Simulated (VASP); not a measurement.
# Bi (R-3m) in VASP: settings compared

The runs below take Bi through relaxation of cell and atoms, with LDA, PBE.

Program: VASP 6.6.1. These are calculated values, not measurements. Logs are shortened: lines on timing, memory, paths and dates and some standing lists are left out, and cuts for length are marked.

### 1 The crystal as given

Symmetry: R-3m, No. 166, trigonal system. The conventional cell has a = 4.535 Å, b = 4.535 Å, c = 11.814 Å, α = 90.00°, β = 90.00°, γ = 120.00°. Around Bi (site symmetry 3m) lie 6 Bi at 3.06 to 3.52 Å.

### 2 Relaxation of cell and atoms, LDA

INCAR

```
SYSTEM = Bi
ALGO     = Normal         ! electronic algorithm
EDIFF    = 1E-6           ! SCF threshold, eV
EDIFFG   = -0.01          ! ionic threshold
ENCUT    = 600            ! plane-wave cutoff, eV
GGA      = CA             ! functional
IBRION   = 2              ! ionic algorithm
ISIF     = 3              ! what is computed and relaxed
ISMEAR   = 1              ! smearing method
KPAR     = 2            
LASPH    = .True.         ! aspherical terms in the spheres
LCHARG   = .False.        ! write CHGCAR
LREAL    = .False.        ! projectors in reciprocal space
LWAVE    = .False.        ! write WAVECAR
NELM     = 80             ! most SCF steps
NSW      = 90             ! ionic steps
PREC     = Accurate       ! precision mode
SIGMA    = 0.1            ! smearing width, eV
```

KPOINTS

```
k-points
0
Gamma
  12 12 10
  0 0 0
```

POSCAR

```
Bi
1.0
    2.2675000000      1.3091417354      3.9380000000
   -2.2675000000      1.3091417354      3.9380000000
    0.0000000000     -2.6182834708      3.9380000000
Bi
2
Direct
    0.2340000000      0.2340000000      0.2340000000
    0.7660000000      0.7660000000      0.7660000000
```

Potentials or basis: VASP PAW LDA potentials, release 64 (Bi_d).

Started as:

```
cat potpaw_LDA.64/Bi_d/POTCAR > POTCAR
mpirun -np 2 vasp_std > vasp.out
```

OUTCAR:

```text
SYSTEM = Bi
   EDIFF = 1E-6
   EDIFFG = -0.01
   ENCUT = 600
   GGA = CA
   IBRION = 2
   ISIF = 3
   ISMEAR = 1
   LASPH = .True.
   LREAL = .False.
   NELM = 80
   NSW = 90
   PREC = Accurate

 ion  position               nearest neighbor table
   1  0.234  0.234  0.234-   2 3.06   2 3.06   2 3.06   2 3.52   2 3.52   2 3.52
   2  0.766  0.766  0.766-   1 3.06   1 3.06   1 3.06   1 3.52   1 3.52   1 3.52

  LATTYP: Found a trigonal (rhomboedric) cell.
 ALAT       =     4.7289800521
 COS(alpha) =     0.5401781303

  Lattice vectors:

 A1 = (   2.2675000000,   1.3091417354,   3.9380000000)
 A2 = (  -2.2675000000,   1.3091417354,   3.9380000000)
 A3 = (   0.0000000000,  -2.6182834708,   3.9380000000)

Analysis of symmetry for initial positions (statically):
=====================================================================
 Subroutine PRICEL returns:
 Original cell was already a primitive cell.

 Routine SETGRP: Setting up the symmetry group for a
 trigonal (rhombohedral) supercell.

 Subroutine GETGRP returns: Found 12 space group operations
 (whereof 12 operations were pure point group operations)
 out of a pool of 12 trial point group operations.

The static configuration has the point symmetry D_3d.

Analysis of symmetry for dynamics (positions and initial velocities):
=====================================================================
 Subroutine PRICEL returns:
 Original cell was already a primitive cell.

 Routine SETGRP: Setting up the symmetry group for a
 trigonal (rhombohedral) supercell.

 Subroutine GETGRP returns: Found 12 space group operations
 (whereof 12 operations were pure point group operations)
 out of a pool of 12 trial point group operations.

The dynamic configuration has the point symmetry D_3d.

 Subroutine INISYM returns: Found 12 space group operations
 (whereof 12 operations are pure point group operations),
 and found     1 'primitive' translations

----------------------------------------------------------------------------------------

                                     Primitive cell

  volume of cell :      70.1392

  direct lattice vectors                    reciprocal lattice vectors
     2.267500000  1.309141735  3.938000000     0.220507166  0.127309872  0.084645336
    -2.267500000  1.309141735  3.938000000    -0.220507166  0.127309872  0.084645336
     0.000000000 -2.618283471  3.938000000     0.000000000 -0.254619744  0.084645336

  length of vectors
     4.728980052  4.728980052  4.728980052     0.268320791  0.268320791  0.268320791

  position of ions in fractional coordinates (direct lattice)
     0.234000000  0.234000000  0.234000000
     0.766000000  0.766000000  0.766000000

  ion indices of the primitive-cell ions
   primitive index   ion index
                 1           1
                 2           2

----------------------------------------------------------------------------------------

 KPOINTS: k-points

Automatic generation of k-mesh.
 Grid dimensions read from file:
 generate k-points for:   12   12   10

 Generating k-lattice:

  Cartesian coordinates                     Fractional coordinates (reciprocal lattice)
     0.018375597  0.010609156  0.007053778     0.083333333 -0.000000000  0.000000000
    -0.018375597  0.010609156  0.007053778    -0.000000000  0.083333333  0.000000000
     0.000000000 -0.025461974  0.008464534     0.000000000  0.000000000  0.100000000

  Length of vectors
     0.022360066  0.022360066  0.026832079

  Shift w.r.t. Gamma in fractional coordinates (k-lattice)
     0.000000000  0.000000000  0.000000000

 -----------------------------------------------------------------------------
|                                                                             |
|           W    W    AA    RRRRR   N    N  II  N    N   GGGG   !!!           |
|           W    W   A  A   R    R  NN   N  II  NN   N  G    G  !!!           |
|           W    W  A    A  R    R  N N  N  II  N N  N  G       !!!           |
|           W WW W  AAAAAA  RRRRR   N  N N  II  N  N N  G  GGG   !            |
|           WW  WW  A    A  R   R   N   NN  II  N   NN  G    G                |
|           W    W  A    A  R    R  N    N  II  N    N   GGGG   !!!           |
|                                                                             |
|     Your reciprocal lattice and k-lattice belong to different lattice       |
|     classes:                                                                |
|                                                                             |
|        The reciprocal lattice is rhombohedral (trigonal),                   |
|        whereas your k-lattice is base-centered monoclinic.                  |
|                                                                             |
|     Results are often still useful ...                                      |
|                                                                             |
 -----------------------------------------------------------------------------

 WARNING: IBZKPT: internal override: KBLOWUP is changed to .FALSE.
      ... skipping the blow-up phase ...

 Subroutine IBZKPT returns following result:
 ===========================================

 Found    391 irreducible k-points:

 Following reciprocal coordinates:
            Coordinates               Weight
  0.000000  0.000000  0.000000      1.000000
  0.083333  0.000000  0.000000      4.000000
  0.166667  0.000000 -0.000000      4.000000
  0.250000  0.000000  0.000000      4.000000
  0.333333  0.000000 -0.000000      4.000000
  0.416667  0.000000 -0.000000      4.000000
[... 16 lines left out ...]
  0.500000  0.166667  0.000000      8.000000
 -0.416667  0.166667  0.000000      4.000000
 [... further k-points ...]
   k-points           NKPTS =    391   k-points in BZ     NKDIM =    391   number of bands    NBANDS=     19
   number of dos      NEDOS =    301   number of ions     NIONS =      2
   total plane-waves  NPLWV =  64000
   dimension x,y,z NGX =    40 NGY =   40 NGZ =   40
   dimension x,y,z NGXF=    80 NGYF=   80 NGZF=   80
   ions per type =               2
   NGX,Y,Z   is equivalent  to a cutoff of  14.06, 14.06, 14.06 a.u.
   NGXF,Y,Z  is equivalent  to a cutoff of  28.12, 28.12, 28.12 a.u.
 SYSTEM =  Bi
   PREC   = accura    normal or accurate (medium, high low for compatibility)
   ISTART =      0    job   : 0-new  1-cont  2-samecut
   ICHARG =      2    charge: 1-file 2-atom 10-const
   ISPIN  =      1    spin polarized calculation?
   LNONCOLLINEAR =      F non collinear calculations
   LSORBIT =      F    spin-orbit coupling
   LASPH  =      T    aspherical Exc in radial PAW
   ENCUT  =  600.0 eV  44.10 Ry    6.64 a.u.   9.44  9.44  9.44*2*pi/ulx,y,z
   NELM   =     80;   NELMIN=  2; NELMDL= -5     # of ELM steps
   EDIFF  = 0.1E-05   stopping-criterion for ELM
   LREAL  =      F    real-space projection
   EDIFFG = -.1E-01   stopping-criterion for IOM
   NSW    =     90    number of steps for IOM
   IBRION =      2    ionic relax: 0-MD 1-quasi-New 2-CG
   NFREE  =      1    steps in history (QN), initial steepest desc. (CG)
   ISIF   =      3    stress and relaxation
   ISYM   =      2    0-nonsym 1-usesym 2-fastsym
   POTIM  = 0.5000    time-step for ionic-motion
   TEBEG  =    0.0;   TEEND  =   0.0 temperature during run
   PSTRESS=    0.0 pullay stress
   NELECT =      30.0000    total number of electrons
   NUPDOWN=      -1.0000    fix difference up-down
   EMIN   =  10.00;   EMAX   =-10.00  energy-range for DOS
   EFERMI =   0.00;   METHOD = LEGACY
   ISMEAR =     1;   SIGMA  =   0.10  broadening in eV -4-tet -1-fermi 0-gaus
   EFERMI_NEDOS =   21; number of points for ismear=-14 and -15
   IALGO  =     38    algorithm
   IMIX   =      4    mixing-type and parameters
     AMIX     =   0.40;   BMIX     =  1.00
     AMIX_MAG =   1.60;   BMIX_MAG =  1.00
  volume/ion in A,a.u.               =      35.07       236.66
  Fermi-wavevector in a.u.,A,eV,Ry     =   1.233469  2.330919 20.700530  1.521446
  Thomas-Fermi vector in A             =   2.368198
   LORBIT       =      0    0 simple, 1 ext, 2 COOP (PROOUT), +10 PAW based schemes
   GGA     = CA    functional components
   LHFCALC =     F    Hartree Fock is set to
   AEXX    =    0.0000 exact exchange contribution
   IVDW    =     0    specifies the selected vdW correction
   LEPSILON=     F    determine dielectric tensor
   LRPA    =     F    only Hartree local field effects (RPA)
 conjugate gradient relaxation of ions
 non-spin polarized calculation
 Methfessel and Paxton  Order N= 1 SIGMA  =   0.10
  energy-cutoff  :      600.00
  volume of cell :       70.14
 maximum number of plane-waves:      2367
 NGX is ok and might be reduce to    40
   NGX = 19   NGY = 19   NGZ = 19

--------------------------------------- Ionic step        1  -------------------------------------------

 number of electron      30.0000001 magnetization

 Free energy of the ion-electron system (eV)
  ---------------------------------------------------
  ext. energy  EPLUGINS =         0.00000000
  ---------------------------------------------------
  free energy    TOTEN  =        -9.10576864 eV

  energy without entropy =       -9.10568950  energy(sigma->0) =       -9.10574226

------------------------ aborting loop because EDIFF is reached ----------------------------------------

  FORCE on cell =-STRESS in cart. coord.  units (eV):
  Direction    XX          YY          ZZ          XY          YZ          ZX
  --------------------------------------------------------------------------------------
  -------------------------------------------------------------------------------------
  Total       -0.6069765     -0.6069765     -0.5352513      0.0000000      0.0000000      0.0000000
  in kB      -13.8650533    -13.8650533    -12.2266479      0.0000000      0.0000000      0.0000000
  external PRESSURE =     -13.3189181 kB  Pullay stress =       0.0000000 kB
[... 89 lines left out ...]
  FREE ENERGIE OF THE ION-ELECTRON SYSTEM (eV)
  ---------------------------------------------------
  free  energy   TOTEN  =        -9.1148485707 eV

  energy  without entropy=       -9.1147871276  energy(sigma->0) =       -9.11482809

 E-fermi :   6.5481     XC(G=0):  -9.9698

 val. band max:        6.5448557844   @ k =   0.0833   0.0833   0.4000
 cond. band min:       6.5910279249   @ k =   0.4167   0.0000  -0.0000
 fundamental gap:      0.0461721405
 Fermi energy:         6.5481307657

 k-point     1 :       0.0000    0.0000    0.0000
  band No.  band energies     occupation
      1     -16.4242      2.00000
      2     -16.4242      2.00000
      3     -16.2536      2.00000
      4     -16.2536      2.00000
      5     -16.2387      2.00000
      6     -16.0452      2.00000
[... 505 lines left out ...]
      6     -16.1409      2.00000
[... 11 lines left out ...]
     18       9.8538      0.00000
     19      13.3264      0.00000

 [... further k-points ...]

[... ionic steps 4 to 7 ...]

--------------------------------------- Ionic step        8  -------------------------------------------

 number of electron      29.9999997 magnetization

------------------------ aborting loop because EDIFF is reached ----------------------------------------
[... 67 lines left out ...]
--------------------------------------- Ionic step       10  -------------------------------------------

 number of electron      29.9999997 magnetization

 Free energy of the ion-electron system (eV)
  ---------------------------------------------------
  ext. energy  EPLUGINS =         0.00000000
  ---------------------------------------------------
  free energy    TOTEN  =        -9.12231042 eV

  energy without entropy =       -9.12238197  energy(sigma->0) =       -9.12233427

 E-fermi :   6.6377     XC(G=0): -10.0242

 val. band max:        6.6280424471   @ k =   0.3333   0.2500   0.2000
 cond. band min:       6.6389068137   @ k =   0.4167   0.0833   0.1000
 fundamental gap:      0.0108643666
 Fermi energy:         6.6377096059

 k-point     1 :       0.0000    0.0000    0.0000
  band No.  band energies     occupation
      1     -16.3183      2.00000
      2     -16.3183      2.00000
      3     -16.1478      2.00000
      4     -16.1478      2.00000
      5     -16.1367      2.00000
      6     -15.9397      2.00000
[... 505 lines left out ...]
      6     -16.0379      2.00000
[... 11 lines left out ...]
     18       9.9624      0.00000
     19      13.5314      0.00000

 [... further k-points ...]
[... 5 lines left out ...]
  --------------------------------------------------------------------------------------
  -------------------------------------------------------------------------------------
  Total       -0.0073522     -0.0073522      0.0061982     -0.0000000      0.0000000      0.0000000
  in kB       -0.1754115     -0.1754115      0.1478784     -0.0000000      0.0000000      0.0000000
  external PRESSURE =      -0.0676482 kB  Pullay stress =       0.0000000 kB
[... 17 lines left out ...]
  FREE ENERGIE OF THE ION-ELECTRON SYSTEM (eV)
  ---------------------------------------------------
  free  energy   TOTEN  =        -9.1223104240 eV

  energy  without entropy=       -9.1223819659  energy(sigma->0) =       -9.12233427

 reached required accuracy - stopping structural energy minimisation
```

Wall time 39 min (2 MPI ranks of Intel Xeon Platinum 8375C at 2.90GHz (Ice Lake), shared host); peak memory 0.59 GiB.

What came out:

| Quantity | Value |
| --- | --- |
| Free energy | -9.1223 eV |
| Relaxed volume | 33.58 Å³/atom |
| Relaxed cell | a = 4.629 Å, b = 4.629 Å, c = 4.629 Å, α = 58.13°, β = 58.13°, γ = 58.13° |
| Space group after relaxing (to 0.05 Å) | R-3m (No. 166) |
| Energy gained by relaxing | 8.3 meV/atom |
| Ionic steps | 10 |
| Pressure after relaxing | 0.0 GPa |
| Largest force after relaxing | 0.007 eV/Å |
| Band gap on the k mesh | none (metal or under the smearing width) |

Forces in eV/Å, atoms in the order of the input:
```
Bi   0.000  0.000  0.007
Bi   0.000  0.000 -0.007
```

Step by step:
```csv
step,energy change (eV),largest force (eV/Å),pressure (GPa),volume (Å³)
1,0.0000,0.0902,-1.33,70.14
2,-0.0073,0.2524,0.78,67.22
3,-0.0091,0.2044,0.08,68.09
4,-0.0124,0.1379,0.07,67.83
5,-0.0155,0.0122,0.06,67.30
6,-0.0155,0.0032,0.02,67.23
7,-0.0162,0.0006,0.00,67.24
8,-0.0165,0.0002,-0.09,67.26
9,-0.0164,0.0155,0.16,66.95
10,-0.0165,0.0069,-0.01,67.15
```

Final structure:
```xyz
2
Lattice="2.2491 1.2985 3.8324 -2.2491 1.2985 3.8324 0.0000 -2.5970 3.8324" Properties=species:S:1:pos:R:3 pbc="T T T"
Bi    0.0000    0.0000    2.7296
Bi    0.0000    0.0000    8.7675
```

Levels at points of the mesh, in eV from the Fermi level:
| k point | band 11 | band 12 | band 13 | band 14 | band 15 | band 16 | band 17 | band 18 | band 19 |
| --- | --- | --- | --- | --- | --- | --- | --- | --- | --- |
| (0.00, 0.00, 0.00) | -13.37 | -7.33 | -1.55 | -1.33 | -1.33 | 2.78 | 3.07 | 3.07 | 5.53 |
| (0.50, 0.00, 0.00) | -11.28 | -10.76 | -1.13 | -1.04 | -0.30 | -0.25 | 0.33 | 0.72 | 7.81 |
| (0.50, 0.50, 0.00) | -11.40 | -9.45 | -5.02 | -3.23 | -3.12 | 2.42 | 5.13 | 5.44 | 7.14 |
| (0.50, 0.50, 0.50) | -11.85 | -10.27 | -0.84 | -0.57 | -0.57 | 0.44 | 0.44 | 0.55 | 7.37 |

Caveat: spin-orbit coupling is left out, which moves the levels of the heavy elements.

[end of part 1 of 2]
